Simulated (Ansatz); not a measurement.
**Calculated field gradients at the nuclei for SiC at a changed volume**

The cell is a structure deposited in the COD, relaxed with PBE at fixed cell and then changed (volume scaled by 0.96, ions relaxed).

```yaml
crystal:
  lattice:
    - [3.03443, 0.00000, 0.00000]
    - [-1.51721, 2.62789, 0.00000]
    - [0.00000, 0.00000, 4.97978]
  atoms:
    - { symbol: Si, position: [0.33333, 0.66667, 0.00454] }
    - { symbol: Si, position: [0.66667, 0.33333, 0.50454] }
    - { symbol: C, position: [0.33333, 0.66667, 0.38046] }
    - { symbol: C, position: [0.66667, 0.33333, 0.88046] }
```

Atom numbers follow the list; atoms alike are taken as one site, whose name carries the number of the first.

Method: Kohn–Sham DFT in Ansatz, PBE, plane waves and PAW, scalar-relativistic, 420 eV cutoff, Γ-centred 16×16×9 k-points, Fermi–Dirac smearing 0.02 eV.

Conventions: |V_zz| ≥ |V_yy| ≥ |V_xx|, η = (V_xx − V_yy)/V_zz, C_Q = eQV_zz/h.

```tsv
site	atoms (order as listed)	first shell	V_xx, V_yy, V_zz (10²¹ V/m²)	η	C_Q (MHz)
Si	1, 2	4 C at 1.86–1.87 Å	-0.17, -0.17, 0.33	0.00	–
C	3, 4	4 Si at 1.86–1.87 Å	-0.10, -0.10, 0.21	0.00	–
```

An axis of threefold or higher order runs through Si and C, so V_zz lies along it and η is zero.

Si, C have no stable isotope with a ground-state quadrupole moment in the table, so no C_Q is given.

At this changed cell the PBE pressure is 13 GPa.
